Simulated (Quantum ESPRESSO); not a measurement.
# Pt (Fm-3m) in Quantum ESPRESSO: a series of runs, part 3 of 3

Quantum ESPRESSO 7.5. The steps go on from the part before.

## 4. Phonons, LDA, target pressure 10 GPa, at which the enthalpy is minimised

Contents of pw.in:

```
&CONTROL
  calculation = 'scf'
  prefix = 'pwscf'
  outdir = './tmp'
  pseudo_dir = './pseudo'
  tprnfor = .true.
  tstress = .true.
  disk_io = 'low'
/
&SYSTEM
  ibrav = 0
  nat = 1
  ntyp = 1
  ecutwfc = 45
  ecutrho = 360
  nbnd = 14
  occupations = 'smearing'
  smearing = 'mv'
  degauss = 0.01469973
/
&ELECTRONS
  conv_thr = 2d-10
  electron_maxstep = 120
  mixing_beta = 0.5
/
ATOMIC_SPECIES
Pt   195.0840 pt_lda_v1.4.uspp.F.UPF
CELL_PARAMETERS angstrom
   0.0000000000    1.9609000000    1.9609000000
   1.9609000000    0.0000000000    1.9609000000
   1.9609000000    1.9609000000    0.0000000000
ATOMIC_POSITIONS angstrom
Pt     0.0000000000    0.0000000000    0.0000000000
K_POINTS automatic
10 10 10 0 0 0
```

Contents of relax.in:

```
&CONTROL
  calculation = 'vc-relax'
  prefix = 'pwscf'
  outdir = './tmp'
  pseudo_dir = './pseudo'
  tprnfor = .true.
  tstress = .true.
  disk_io = 'low'
  nstep = 40
  forc_conv_thr = 0.0001
  etot_conv_thr = 1d-06
/
&SYSTEM
  ibrav = 0
  nat = 1
  ntyp = 1
  ecutwfc = 45
  ecutrho = 360
  nbnd = 14
  occupations = 'smearing'
  smearing = 'mv'
  degauss = 0.01469973
/
&ELECTRONS
  conv_thr = 2d-10
  electron_maxstep = 120
  mixing_beta = 0.5
/
&IONS
  ion_dynamics = 'bfgs'
/
&CELL
  cell_dynamics = 'bfgs'
  press = 100
  press_conv_thr = 0.2
/
ATOMIC_SPECIES
Pt   195.0840 pt_lda_v1.4.uspp.F.UPF
CELL_PARAMETERS angstrom
   0.0000000000    1.9609000000    1.9609000000
   1.9609000000    0.0000000000    1.9609000000
   1.9609000000    1.9609000000    0.0000000000
ATOMIC_POSITIONS angstrom
Pt     0.0000000000    0.0000000000    0.0000000000
K_POINTS automatic
10 10 10 0 0 0
```

Contents of scf2.in:

```
&CONTROL
  calculation = 'scf'
  prefix = 'pwscf'
  outdir = './tmp'
  pseudo_dir = './pseudo'
  tprnfor = .true.
  tstress = .true.
  disk_io = 'low'
/
&SYSTEM
  ibrav = 0
  nat = 1
  ntyp = 1
  ecutwfc = 45
  ecutrho = 360
  nbnd = 14
  occupations = 'smearing'
  smearing = 'mv'
  degauss = 0.01469973
/
&ELECTRONS
  conv_thr = 1d-13
  electron_maxstep = 120
  mixing_beta = 0.5
  startingpot = 'file'
  startingwfc = 'file'
/
ATOMIC_SPECIES
Pt   195.0840 pt_lda_v1.4.uspp.F.UPF
CELL_PARAMETERS angstrom
   0.0000000000    1.9263641633    1.9263641633
   1.9263641633    0.0000000000    1.9263641633
   1.9263641633    1.9263641633    0.0000000000
ATOMIC_POSITIONS angstrom
Pt     0.0000000000    0.0000000000    0.0000000000
K_POINTS automatic
10 10 10 0 0 0
```

Contents of ph.in:

```
phonons of Pt
&INPUTPH
  prefix = 'pwscf'
  outdir = './tmp'
  tr2_ph = 1d-18
  fildyn = 'dyn'
  niter_ph = 90
  alpha_mix(1) = 0.4
/
0.5303300859 0.5303300859 -0.0000000000
```

Potentials or basis: GBRV 1.5 LDA.

Launch:

```console
OMP_NUM_THREADS=1 pw.x -in pw.in > pw.out
OMP_NUM_THREADS=1 pw.x -in relax.in > relax.out
OMP_NUM_THREADS=1 pw.x -in scf2.in > scf2.out
OMP_NUM_THREADS=1 ph.x -in ph.in > ph.out
```

pw.out:

```text
This program is part of the open-source Quantum ESPRESSO suite
     for quantum simulation of materials; please cite
[... 9 lines left out ...]
     --------------------
     sticks:   dense  smooth     PW     G-vecs:    dense   smooth      PW
     Sum         673     349    121                11791     4111     869

     Using Slab Decomposition

     bravais-lattice index     =            0
     lattice parameter (alat)  =       5.2405  a.u.
     unit-cell volume          =     101.7637 (a.u.)^3
     number of atoms/cell      =            1
     number of atomic types    =            1
     number of electrons       =        16.00
     number of Kohn-Sham states=           14
     kinetic-energy cutoff     =      45.0000  Ry
     charge density cutoff     =     360.0000  Ry
     scf convergence threshold =      2.0E-10
     mixing beta               =       0.5000
     number of iterations used =            8  plain     mixing
     Exchange-correlation=  SLA  PZ   NOGX NOGC
                           (   1   1   0   0   0   0   0)

     celldm(1)=   5.240459  celldm(2)=   0.000000  celldm(3)=   0.000000
     celldm(4)=   0.000000  celldm(5)=   0.000000  celldm(6)=   0.000000

[... 8 lines left out ...]
               b(3) = (  0.707107  0.707107 -0.707107 )

     PseudoPot. # 1 for Pt read from file:
     pt_lda_v1.4.uspp.F.UPF
     Pseudo is Ultrasoft + core correction, Zval = 16.0
     Generated by new atomic code, or converted to UPF format
     Using radial grid of  985 points,  6 beta functions with:
                l(1) =   0
                l(2) =   0
                l(3) =   1
                l(4) =   1
                l(5) =   2
                l(6) =   2
     Q(r) pseudized with  8 coefficients,  rinner =    1.300   1.300   1.300
                                                       1.300   1.300

     atomic species   valence    mass     pseudopotential
     Pt               16.00   195.08400     Pt( 1.00)

     48 Sym. Ops., with inversion, found

   Cartesian axes

     site n.     atom                  positions (alat units)
         1        Pt     tau(   1) = (   0.0000000   0.0000000   0.0000000  )

     number of k points=    47  Marzari-Vanderbilt smearing, width (Ry)=  0.0147
                       cart. coord. in units 2pi/alat
        k(    1) = (   0.0000000   0.0000000   0.0000000), wk =   0.0020000
        k(    2) = (   0.0707107   0.0707107  -0.0707107), wk =   0.0160000
        k(    3) = (   0.1414214   0.1414214  -0.1414214), wk =   0.0160000
        k(    4) = (   0.2121320   0.2121320  -0.2121320), wk =   0.0160000
        k(    5) = (   0.2828427   0.2828427  -0.2828427), wk =   0.0160000
        k(    6) = (  -0.3535534  -0.3535534   0.3535534), wk =   0.0080000
[... 39 lines left out ...]
        k(   46) = (  -0.0707107  -0.3535534   0.6363961), wk =   0.0480000
        k(   47) = (  -0.7071068   0.2828427   0.0000000), wk =   0.0240000

     Dense  grid:    11791 G-vectors     FFT dimensions: (  32,  32,  32)

     Smooth grid:     4111 G-vectors     FFT dimensions: (  24,  24,  24)

     Initial potential from superposition of free atoms

     starting charge      15.5000, renormalised to      16.0000

     negative rho (up, down):  1.838E-01 0.000E+00
     Starting wfcs are   12 randomized atomic wfcs +    2 random wfcs

     Self-consistent Calculation

     iteration #  1     ecut=    45.00 Ry     beta= 0.50
     Davidson diagonalization with overlap
     ethr =  1.00E-02,  avg # of iterations =  4.2

     negative rho (up, down):  1.715E-01 0.000E+00

     total energy              =    -210.61812228 Ry
     estimated scf accuracy    <       0.78265058 Ry

     iteration #  2     ecut=    45.00 Ry     beta= 0.50
     Davidson diagonalization with overlap
     ethr =  4.89E-03,  avg # of iterations =  2.0

     negative rho (up, down):  1.722E-01 0.000E+00

     total energy              =    -210.80145010 Ry
     estimated scf accuracy    <       0.01045021 Ry
[... 37 lines left out ...]
     iteration #  7     ecut=    45.00 Ry     beta= 0.50
     Davidson diagonalization with overlap
     ethr =  7.25E-11,  avg # of iterations =  2.5

     negative rho (up, down):  1.714E-01 0.000E+00

     total energy              =    -210.80333118 Ry
     estimated scf accuracy    <          5.1E-10 Ry

     iteration #  8     ecut=    45.00 Ry     beta= 0.50
     Davidson diagonalization with overlap
     ethr =  3.17E-12,  avg # of iterations =  2.5

     negative rho (up, down):  1.714E-01 0.000E+00

     End of self-consistent calculation

          k = 0.0000 0.0000 0.0000 (   531 PWs)   bands (ev):

   -30.3626 -30.3626 -30.3626  11.9086  18.4066  18.4066  18.4066  20.5930
    20.5930  36.8686  41.7626  41.7626  41.7626  47.2018

          k = 0.0707 0.0707-0.0707 (   534 PWs)   bands (ev):

   -30.4088 -30.3692 -30.3692  12.3088  18.2393  18.5575  18.5575  20.5152
    20.5152  37.4693  40.0183  42.3733  42.3733  48.7815

          k = 0.1414 0.1414-0.1414 (   525 PWs)   bands (ev):

   -30.5287 -30.3865 -30.3865  13.3659  17.9876  18.7916  18.7916  20.5440
    20.5440  37.1010  38.5877  43.9968  43.9968  46.1789

          k = 0.2121 0.2121-0.2121 (   522 PWs)   bands (ev):

   -30.6746 -30.4079 -30.4079  14.4561  18.4320  18.6943  18.6943  21.1227
    21.1227  33.7219  38.0890  44.3349  44.3349  47.1609
[... 118 lines left out ...]
   -30.7696 -30.5242 -30.5242  15.2925  15.7911  21.8565  22.0573  22.0573
    22.0693  33.9210  34.7785  34.7785  41.7548  44.8453

          k =-0.0707-0.6364 0.6364 (   512 PWs)   bands (ev):

   -30.7889 -30.5553 -30.5307  15.3521  15.8053  21.1529  21.8101  22.5603
    24.8547  31.0471  33.7203  34.4395  42.8372  45.5719

          k = 0.0000-0.5657 0.5657 (   510 PWs)   bands (ev):

   -30.7604 -30.6110 -30.5172  15.6985  16.3360  19.9602  21.2842  22.2795
    27.7321  28.7338  32.6245  35.7710  42.8616  47.3584

          k =-0.7071 0.0000 0.0000 (   524 PWs)   bands (ev):

   -30.8104 -30.5411 -30.5411  15.1166  15.5719  22.2464  22.7175  22.7175
    23.9473  30.9802  33.5461  33.5461  42.3502  45.7226

          k = 0.2828 0.1414 0.0000 (   527 PWs)   bands (ev):

   -30.5733 -30.4449 -30.4050  14.2807  17.3662  18.7961  19.5030  19.9322
    21.4330  37.2407  39.1852  41.4360  41.9597  46.7344

          k = 0.3536 0.2121-0.0707 (   518 PWs)   bands (ev):

   -30.6753 -30.4859 -30.4257  15.3872  17.4189  18.2821  19.5281  20.7004
    22.5336  34.1239  38.1973  39.7596  43.0458  46.2978

          k =-0.2828-0.4243 0.5657 (   517 PWs)   bands (ev):

   -30.7605 -30.5098 -30.4478  15.7247  17.8352  18.4682  19.2911  21.7335
    24.0290  30.2979  37.5925  38.5419  41.9815  47.5166

          k =-0.2121-0.3536 0.4950 (   522 PWs)   bands (ev):

   -30.7933 -30.5172 -30.4576  15.7254  17.6715  19.1303  19.2315  22.0961
    25.6517  27.7123  37.4802  38.2282  40.8162  49.0287
[... 28 lines left out ...]
   -30.7575 -30.5494 -30.5199  15.6986  16.1042  19.7097  21.6214  22.0521
    24.3505  32.3013  34.2828  35.6135  43.5609  44.8807

          k =-0.0707-0.4950 0.6364 (   510 PWs)   bands (ev):

   -30.7491 -30.6038 -30.5247  15.9729  16.4998  19.2308  21.0031  22.4269
    27.0888  29.6568  33.1569  35.2039  43.8962  47.0876

          k = 0.0000-0.4243 0.5657 (   520 PWs)   bands (ev):

   -30.6957 -30.6705 -30.5056  16.4124  17.1150  18.4194  20.4129  22.0672
    27.3726  30.2995  31.8397  36.6227  43.1883  47.8574

          k =-0.7071 0.1414 0.0000 (   504 PWs)   bands (ev):

   -30.7850 -30.5672 -30.5423  15.5021  15.9102  20.6551  21.6646  22.7190
    26.2897  30.1028  33.0966  34.0236  44.0448  45.5821

          k =-0.1414-0.4243 0.7071 (   515 PWs)   bands (ev):

   -30.7227 -30.6152 -30.5104  16.6381  17.0162  17.8874  20.6232  22.0431
    26.2701  31.3423  32.7085  36.0994  44.9086  45.7091

          k =-0.0707-0.3536 0.6364 (   512 PWs)   bands (ev):

   -30.7014 -30.6537 -30.5241  16.6949  17.3076  17.8199  20.2569  22.3843
    28.1634  29.4644  32.5023  35.2364  44.7761  46.9803

          k =-0.7071 0.2828 0.0000 (   512 PWs)   bands (ev):

   -30.7183 -30.6351 -30.5442  16.3445  16.9082  18.5190  20.4677  22.7211
    29.1541  29.3066  31.5995  34.2767  46.0117  47.7275

     the Fermi energy is    22.2391 ev

!    total energy              =    -210.80333118 Ry
     estimated scf accuracy    <          3.1E-12 Ry
     smearing contrib. (-TS)   =       0.00006997 Ry
     internal energy E=F+TS    =    -210.80340115 Ry

     The total energy is F=E-TS. E is the sum of the following terms:
     one-electron contribution =     -20.12276320 Ry
     hartree contribution      =      24.48306127 Ry
     xc contribution           =     -56.79041187 Ry
     ewald contribution        =    -158.37328735 Ry

     convergence has been achieved in   8 iterations

     negative rho (up, down):  1.714E-01 0.000E+00

     Forces acting on atoms (cartesian axes, Ry/au):

     atom    1 type  1   force =     0.00000000    0.00000000    0.00000000

     Total force =     0.000000     Total SCF correction =     0.000000

     Computing stress (Cartesian axis) and pressure

     negative rho (up, down):  1.714E-01 0.000E+00
          total   stress  (Ry/bohr**3)                   (kbar)     P=      -71.01
  -0.00048269   0.00000000  -0.00000000          -71.01        0.00       -0.00
   0.00000000  -0.00048269   0.00000000            0.00      -71.01        0.00
  -0.00000000  -0.00000000  -0.00048269           -0.00       -0.00      -71.01

=------------------------------------------------------------------------------=
   JOB DONE.
=------------------------------------------------------------------------------=
```

It took 5.1 min on 1 thread of Arm Neoverse V2, shared host; peak memory 0.09 GiB.

Results:

| Property | Result |
| --- | --- |
| Free energy | -2868.1180 eV |
| Relaxed volume | 14.30 Å³/atom |
| Relaxed cell | a = 2.724 Å, b = 2.724 Å, c = 2.724 Å, α = 60.00°, β = 60.00°, γ = 60.00° |
| Space group after relaxing (to 0.05 Å) | Fm-3m (No. 225) |
| Pressure after relaxing | 9.8 GPa |
| Band gap on the k mesh | none (metal or under the smearing width) |
| Highest phonon frequency at the q point run | 208 cm⁻¹ |

Step by step:
```
step  energy change (eV)  largest force (eV/Å)  pressure (GPa)  volume (Å³)
   1              0.0000                0.0000           -7.10        15.08
   2              0.0570                0.0000           24.07        13.80
   3              0.0019                0.0000            8.62        14.35
   4              0.0048                0.0000            9.91        14.30
   5              0.0050                0.0000           10.00        14.30
```

Final structure:
```xyz
1
Lattice="0.0000 1.9264 1.9264 1.9264 0.0000 1.9264 1.9264 1.9264 0.0000" Properties=species:S:1:pos:R:3 pbc="T T T"
Pt    0.0000    0.0000    0.0000
```

Levels at points of the mesh, in eV from the Fermi level:
```tsv
k point	band 6	band 7	band 8	band 9	band 10	band 11
(0.00, 0.00, 0.00)	-4.18	-4.18	-1.79	-1.79	14.47	19.66
(0.00, 0.00, -0.50)	-4.24	-0.75	0.04	0.04	6.17	14.05
(0.00, -0.50, -0.50)	0.02	0.54	0.54	1.61	9.34	11.48
```

Phonon frequencies in cm⁻¹ (negative: imaginary):
| q point | frequencies |
| --- | --- |
| (0.375, 0.375, 0.750) | 135 180 208 |

Phonon modes at q = (0.375, 0.375, 0.750) in reciprocal lattice units:
```csv
mode,symmetry,cm⁻¹
1,B_1,135
2,A_1,180
3,B_2,208
```

Caveat: the mesh is thin for the phonons of a metal; the cell is more than 3 GPa from zero pressure, which shifts response properties; the q point doesn't lie on the k mesh, which can shift a metal's frequencies strongly unless the mesh is converged.

## 5. Overview

```csv
cell,gap on the mesh (eV),pressure (GPa)
relaxed,none,-0.1
relaxed to 2 GPa,none,1.9
relaxed to 10 GPa,none,9.8
```

Alike in all rows: task phonons; level LDA; potentials or basis GBRV 1.5 LDA; no spin polarisation; k mesh 10 × 10 × 10; cutoff (eV) 612; smearing cold 0.2 eV.

Caveats: the mesh is thin for the phonons of a metal; the q point doesn't lie on the k mesh, which can shift a metal's frequencies strongly unless the mesh is converged; the cell is more than 3 GPa from zero pressure, which shifts response properties (some runs).

Absolute energies hang on the potentials; compare differences alone.
